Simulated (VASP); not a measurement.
A run of VASP 6.6.1:

File POSCAR:

```
TePb
1.0
    0.0000000000      3.2310000000      3.2310000000
    3.2310000000      0.0000000000      3.2310000000
    3.2310000000      3.2310000000      0.0000000000
Pb Te
1 1
Direct
    0.0000000000      0.0000000000      0.0000000000
    0.5000000000      0.5000000000      0.5000000000
```

The input INCAR.step1:

```
PREC = Accurate
ENCUT = 520
EDIFF = 1E-5
ISMEAR = -1
SIGMA = 0.05
LREAL = False
LASPH = True
NELM = 80
ALGO = Normal
ISIF = 2
LWAVE = True
LCHARG = False
NBANDS = 17
GGA = PE
```

INCAR.step2

```
PREC = Accurate
ENCUT = 520
EDIFF = 1E-7
ISMEAR = -1
SIGMA = 0.05
LREAL = False
LASPH = True
NELM = 80
ALGO = Normal
ISIF = 2
LWAVE = False
LCHARG = False
METAGGA = LMBJ
NBANDS = 17
ISTART = 1
```

KPOINTS

```
regular mesh
0
Gamma
  7 7 7
```

The input KPOINTS_OPT:

```
path GXWKGLUWLK,UX
10
line-mode
reciprocal
 0.0000000000  0.0000000000  0.0000000000  G
 0.5000000000  0.0000000000  0.5000000000  X

 0.5000000000  0.0000000000  0.5000000000  X
 0.5000000000  0.2500000000  0.7500000000  W

 0.5000000000  0.2500000000  0.7500000000  W
 0.3750000000  0.3750000000  0.7500000000  K

 0.3750000000  0.3750000000  0.7500000000  K
 0.0000000000  0.0000000000  0.0000000000  G

 0.0000000000  0.0000000000  0.0000000000  G
 0.5000000000  0.5000000000  0.5000000000  L

 0.5000000000  0.5000000000  0.5000000000  L
 0.6250000000  0.2500000000  0.6250000000  U

 0.6250000000  0.2500000000  0.6250000000  U
 0.5000000000  0.2500000000  0.7500000000  W

 0.5000000000  0.2500000000  0.7500000000  W
 0.5000000000  0.5000000000  0.5000000000  L

 0.5000000000  0.5000000000  0.5000000000  L
 0.3750000000  0.3750000000  0.7500000000  K

 0.6250000000  0.2500000000  0.6250000000  U
 0.5000000000  0.0000000000  0.5000000000  X
```

Potentials or basis: VASP PAW PBE potentials, release 64 (Pb_d, Te).

Command:

```sh
$ cat potpaw_PBE.64/Pb_d/POTCAR potpaw_PBE.64/Te/POTCAR > POTCAR
$ cp INCAR.step1 INCAR
$ mpirun -np 1 vasp_std > vasp.out
$ cp INCAR.step2 INCAR
$ mpirun -np 1 vasp_std > vasp.out
```

Hardware: 1 thread of AMD EPYC 9R45 (Zen 5), with other jobs on the host.

How long does it take, and how much memory?

Run time: 97 s on 1 thread of AMD EPYC 9R45 (Zen 5) (shared host), peak memory 0.23 GiB. Counts: scf iterations 72, k points 20.
